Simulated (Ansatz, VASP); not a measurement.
P: VASP beside Ansatz

INCAR

```
SYSTEM = P
PREC     = Accurate       ! precision mode
ENCUT    = 600            ! plane-wave cutoff, eV
EDIFF    = 1E-7           ! SCF threshold, eV
ISMEAR   = 0              ! smearing method
SIGMA    = 0.05           ! smearing width, eV
LREAL    = .False.        ! projectors in reciprocal space
LASPH    = .True.         ! aspherical terms in the spheres
NELM     = 80             ! most SCF steps
ALGO     = Normal         ! electronic algorithm
ISIF     = 3              ! what is computed and relaxed
LWAVE    = .False.        ! write WAVECAR
LCHARG   = .False.        ! write CHGCAR
GGA      = RP             ! functional
IVDW     = 12             ! dispersion correction
IBRION   = 2              ! ionic algorithm
NSW      = 80             ! ionic steps
EDIFFG   = -0.02          ! ionic threshold
```

Contents of KPOINTS:

```
Automatic mesh
0
Gamma
  11 11 6
  0 0 0
```

The input POSCAR:

```
P
1.0
    2.4246941115      0.0000000000      0.0000000000
    0.0000000000      2.4385351442      0.0000000000
   -0.0203144631      0.0000000000      4.8524328982
P
2
Direct
    0.0000000300      0.0000000000      0.7494253600
    0.9999999700      0.0000000000      0.2505746400
```

input.yaml

```yaml
crystal:
  lattice:
    - [2.4246941115, 0.0, 0.0]
    - [0.0, 2.4385351442, 0.0]
    - [-0.0203144631, 0.0, 4.8524328982]
  atoms:
    - { symbol: P, position: [3.0e-08, 0.0, 0.74942536] }
    - { symbol: P, position: [0.99999997, 0.0, 0.25057464] }
kpoints:
  mp_grid: { grid: [11, 11, 6] }
scf:
  occupations: { method: gaussian, width: 0.05 }
hamiltonian:
  xc: rpbe
  dispersion: d3bj
  pseudopotentials: { kind: all_electron, lapw: { basis_error: 0.001 } }
output:
  forces: true
  stress: true
relax:
  f_tol: 0.02
  max_steps: 60
  cell: {}
```

This isn't the form of P at room conditions, which is orthorhombic.

Alike in both runs: task relaxation of cell and atoms; functional RPBE; dispersion D3(BJ); k mesh 11 × 11 × 6; occupations gaussian, width 0.05 eV; no spin polarisation.

|  | VASP | Ansatz |
| --- | --- | --- |
| version | VASP 6.6.1 | Ansatz 0.2.0 |
| potentials or method | VASP PAW PBE potentials, release 64 (P) | all-electron LAPW, scalar-relativistic |
| plane-wave cutoff (eV) | 600 | see its input |

```csv
,VASP,Ansatz,Ansatz less VASP
relaxed volume (Å³/atom),12.01,12.12,+0.113
relaxed cell length with the largest relative difference (Å),2.280,2.288,+0.0078
energy change over the relaxation (meV/atom),-188,-173,+14.6
```

Ansatz ran all-electron here, so the differences hold the error of VASP's frozen core and of both bases.

Caveats: the volume moved by over 15 % at a fixed basis, so the end points are rough; the PAW data sets were made with another functional, which shifts forces and pressure a little (VASP); pairwise dispersion overbinds metals, which lowers pressure and volume (VASP).
